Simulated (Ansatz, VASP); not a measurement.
# SiO in VASP and in Ansatz

```
Si O
1.0
     0.00000    2.43364    2.43364
     2.43364    0.00000    2.43364
     2.43364    2.43364    0.00000
Si O
1 1
Direct
  0.75000 0.75000 0.75000
  0.00000 0.00000 0.00000
```

The cell was built by a generator and needn't be a form met in nature.

Alike in both runs: task single point; functional PBE; k mesh 9 × 9 × 9; occupations fermi-dirac, width 0.05 eV; no spin polarisation.

```csv
,VASP,Ansatz
version,VASP 6.6.1,Ansatz 0.2.0
potentials or method,"VASP PAW PBE potentials, release 64 (Si, O)",Ansatz PAW
plane-wave cutoff (eV),520,420
valence electrons in the cell,10,10
```

Ansatz gave:

| Property | Result |
| --- | --- |
| gap on the k mesh at the Fermi level (eV) | none |
| pressure (GPa) | -0.1 |

Task: Estimate VASP's values.

Result: gap on the k mesh at the Fermi level (eV): none; pressure (GPa): 0.0.

A gap of «none» marks a metal or a gap that the smearing closes.

Caveats: the pressure holds a Pulay correction of +0.4 GPa for the finite cutoff (Ansatz).
